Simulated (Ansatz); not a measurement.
Working through a band structure of VO2, space group P4_2/mnm

With Ansatz's Python interface.

Input file `POSCAR_vo2`:
```text
VO2
1.0
   4.53000000    0.00000000    0.00000000
   0.00000000    4.53000000    0.00000000
   0.00000000    0.00000000    2.86900000
V O
2 4
Direct
   0.00000000    0.00000000    0.00000000
   0.50000000    0.50000000    0.50000000
   0.30500000    0.30500000    0.00000000
   0.19500000    0.80500000    0.50000000
   0.69500000    0.69500000    0.00000000
   0.80500000    0.19500000    0.50000000
```

The cells in order, each with its output:

In [1]:
```python
import warnings

import ansatz
from ase.io import read
import numpy as np
```

In [2]:
```python
ECUT = 470
KMESH = (5, 5, 7)
FILLING = "fermi_dirac"
N_EMPTY = 8
```

In [3]:
```python
warnings.simplefilter("ignore", ansatz.DeckWarning)

atoms = read("POSCAR_vo2", format="vasp")
cell = ansatz.Crystal.from_ase(atoms).moments(V=1.0)

cell.resolved().tree()["lattice"]
```
Out [3]:
```text
((4.53, 0.0, 0.0), (0.0, 4.53, 0.0), (0.0, 0.0, 2.869))
```

In [4]:
```python
# vertices of the path, as fractions of the reciprocal vectors
path = [
    ("G", (0.0, 0.0, 0.0)),
    ("X", (0.0, 0.5, 0.0)),
    ("M", (0.5, 0.5, 0.0)),
    ("G", (0.0, 0.0, 0.0)),
    ("Z", (0.0, 0.0, 0.5)),
    ("R", (0.0, 0.5, 0.5)),
    ("A", (0.5, 0.5, 0.5)),
    ("Z", (0.0, 0.0, 0.5)),
]
base = (
    cell.calculation()
    .functional(ansatz.Functional.PBE)
    .basis(ECUT)
    .kpoints(*KMESH)
    .occupations(FILLING)
    .spin("collinear")
    .hubbard("V", "d", u_eff=4.0)
    .band_structure([point for _, point in path], intervals=10)
    .scf(extra_bands=N_EMPTY)
)
done = base.run()
data = done.report
```
```text
RunWarning: this result is not held to the crystal's symmetry: a search behind the close, the SCF from the whole filling of its shells under DFT+U, one down a way that the close's least curvature shows or from a spin flipped beside it, or a hybrid's further exchange loop reached it with operations of the symmetry [...]
```

In [5]:
```python
type(done).__name__, type(data).__name__
```
Out [5]:
```text
('RunOutcome', 'dict')
```

In [6]:
```python
for key in ("converged", "n_iterations", "n_electrons", "n_kpoints", "n_pw", "n_symmetry_ops", "free_energy_ev", "fermi_energy_ev"):
    print(f"{key:18s} {data[key]}")
```
```text
converged          True
n_iterations       2
n_electrons        50.0
n_kpoints          54
n_pw               1359
n_symmetry_ops     4
free_energy_ev     -8091.595271127873
fermi_energy_ev    10.65736344606775
```

In [7]:
```python
bands = done.band_structure()
fermi = bands.fermi_energy_ev
print(f"zero of the bands: {fermi:.3f} eV, the Fermi level found on the SCF mesh")
for spin, channel in enumerate(bands.channels):
    print("channel", spin, "- computed levels within 6 eV of the Fermi level")
    for i, (label, _) in enumerate(path):
        levels = channel.eigenvalues_ev[i * 10] - fermi
        print(f"  {label:3s}", " ".join(f"{e:7.3f}" for e in levels if abs(e) < 6))
```
```text
zero of the bands: 10.657 eV, the Fermi level found on the SCF mesh
channel 0 - computed levels within 6 eV of the Fermi level
  G    -5.834  -4.747  -4.746  -3.726  -3.726  -2.894  -2.412  -1.859  -1.439  -1.186  -1.186  -0.761   0.973   0.974   1.014   1.785   2.840   5.244   5.245
  X    -4.700  -4.700  -4.346  -4.346  -4.216  -4.216  -2.478  -2.478  -1.690  -1.690  -1.218  -1.218   1.466   1.466   2.043   2.043   3.828   3.828   4.945
  M    -4.810  -4.810  -3.893  -3.893  -3.095  -3.095  -2.225  -2.225  -2.138  -2.138  -1.965  -1.965   0.989   0.989   2.419   2.419   3.319   3.319   5.227
  G    -5.834  -4.747  -4.746  -3.726  -3.726  -2.894  -2.412  -1.859  -1.439  -1.186  -1.186  -0.761   0.973   0.974   1.014   1.785   2.840   5.244   5.245
  Z    -5.041  -5.041  -4.714  -4.714  -3.937  -3.937  -3.167  -3.167  -2.431  -2.431  -1.386  -1.386   1.482   1.482   2.230   2.230   3.086   3.086   4.666
  R    -5.236  -5.236  -4.539  -4.539  -3.508  -3.508  -3.163  -3.163  -1.813  -1.813  -1.404  -1.404   0.477   0.477   2.361   2.361   2.935   2.935   5.444
  A    -5.784  -5.784  -4.978  -4.978  -3.916  -3.916  -2.087  -2.087  -1.548  -1.548  -1.416  -1.416   1.187   1.187   1.681   1.681   3.620   3.620   4.663
  Z    -5.041  -5.041  -4.714  -4.714  -3.937  -3.937  -3.167  -3.167  -2.431  -2.431  -1.386  -1.386   1.482   1.482   2.230   2.230   3.086   3.086   4.666
channel 1 - computed levels within 6 eV of the Fermi level
  G    -5.753  -4.606  -4.605  -3.769  -3.769  -2.906  -1.482  -1.283  -1.283  -0.840   1.858   1.859   1.865   2.311   2.326   3.372   3.600   5.630   5.631
  X    -5.923  -5.923  -4.571  -4.571  -4.122  -4.122  -4.020  -4.020  -2.427  -2.427  -1.623  -1.623   2.313   2.313   2.808   2.808   2.974   2.974   4.850   4.850   5.303
  M    -4.670  -4.670  -3.960  -3.960  -2.995  -2.995  -2.164  -2.164  -2.019  -2.019   1.875   1.875   2.167   2.167   3.117   3.117   4.834   4.834   5.614
  G    -5.753  -4.606  -4.605  -3.769  -3.769  -2.906  -1.482  -1.283  -1.283  -0.840   1.858   1.859   1.865   2.311   2.326   3.372   3.600   5.630   5.631
  Z    -5.493  -5.493  -4.779  -4.779  -4.572  -4.572  -3.863  -3.863  -3.163  -3.163  -2.422  -2.422   2.272   2.272   2.889   2.889   3.574   3.574   4.545   4.545   5.087
  R    -5.993  -5.993  -4.969  -4.969  -4.488  -4.488  -3.494  -3.494  -2.907  -2.907  -1.931  -1.931   1.368   1.368   3.054   3.054   3.512   3.513   4.275   4.275
  A    -5.812  -5.812  -5.681  -5.681  -4.484  -4.484  -3.842  -3.842  -2.114  -2.114  -1.567  -1.567   1.991   1.991   2.405   2.405   3.853   3.853   4.755   4.755   5.080
  Z    -5.493  -5.493  -4.779  -4.779  -4.572  -4.572  -3.863  -3.863  -3.163  -3.163  -2.422  -2.422   2.272   2.272   2.889   2.889   3.574   3.574   4.545   4.545   5.087
```

Caveats:
- Total energies depend on the potentials; only differences at equal settings carry meaning. A total without «per atom» is that of the cell as typed.
- The magnetic order follows from the starting moments and needn't be the lowest.
- The computed bands are complete only to about 4.6 eV above the Fermi level.
- An absolute Fermi energy rests on an arbitrary zero of the periodic potential and has no direct meaning.
- Of the deposited cell: the entry's cell lengths or inner coordinates differ somewhat from later room-temperature determinations.
- This is a high-temperature or high-pressure form, not the ambient phase.
- An opening on this mesh may only mean that it misses a point where bands touch.
- The starting cell is as deposited in a crystallographic database; the results hold for this polymorph, which needn't be the stable one.
- Levels are Kohn-Sham eigenvalues on this mesh.
- Warnings are shown shortened and without file and line.
- The script silences the warnings on its input, which a real study should read.
- Finished in 11 min on 1 thread of Arm Neoverse V1, on a shared host, peak memory 1.4 GiB.
